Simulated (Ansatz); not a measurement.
# GaAs: a single-point run

Aim: a sound single-point run of GaAs. The structure is shown as the input types it. The cell is built on a prototype (CsCl type) and needn't be the phase found in nature.

Computed with Ansatz 0.2.0 (density functional or hybrid calculation with the settings of its input, plane waves (as first typed), unless a step's input says otherwise).

9 further runs of the same task are left out: 6 for a known fault of the program, 3 that didn't finish.

## (1) The starting structure

It takes space group Pm-3m (No. 221, cubic). The conventional cell has a = 3.329 Å, b = 3.329 Å, c = 3.329 Å, α = 90.00°, β = 90.00°, γ = 90.00°. Ga (site symmetry m-3m) has 8 As at 2.88 Å as nearest neighbours. As (site symmetry m-3m) is surrounded by 8 Ga at 2.88 Å.

The input asks for a charge of -0.05 e on the cell.

Structure file:

```
Ga As
1.0
     3.32867    0.00000    0.00000
     0.00000    3.32867    0.00000
     0.00000    0.00000    3.32867
Ga As
1 1
Direct
  0.00000 0.00000 0.00000
  0.50000 0.50000 0.50000
```

## (2) The calculation

input.yaml

```yaml
crystal:
  lattice:
    - [3.3286687154, 0.0, 0.0]
    - [0.0, 3.3286687154, 0.0]
    - [0.0, 0.0, 3.3286687154]
  atoms:
    - { symbol: Ga, position: [0.0, 0.0, 0.0] }
    - { symbol: As, position: [0.5, 0.5, 0.5] }
kpoints:
  mp_grid: { grid: [6, 6, 6] }
hamiltonian:
  xc: r2scan
scf:
  occupations: { method: fermi_dirac, width: 0.02 }
  n_extra_bands: 4
  max_iter: 66
output:
  forces: true
  stress: true
  eigenvalues: true
total_charge: -0.05
```

Launch:

```console
ansatz run input.yaml --threads 4 --pin off --max-ram 3686MiB --backend cpu --events-out ev --progress --plain --runs-dir out
```

Q: Will this input give a usable result? If not, why, and what should change?

The program finished normally. That alone doesn't make the input a sound one.

The suspect setting: total_charge is -0.05. The typed charge changes the electron count, so this is no longer the system that was meant.

Run again and compare: delete total_charge (the default then holds).
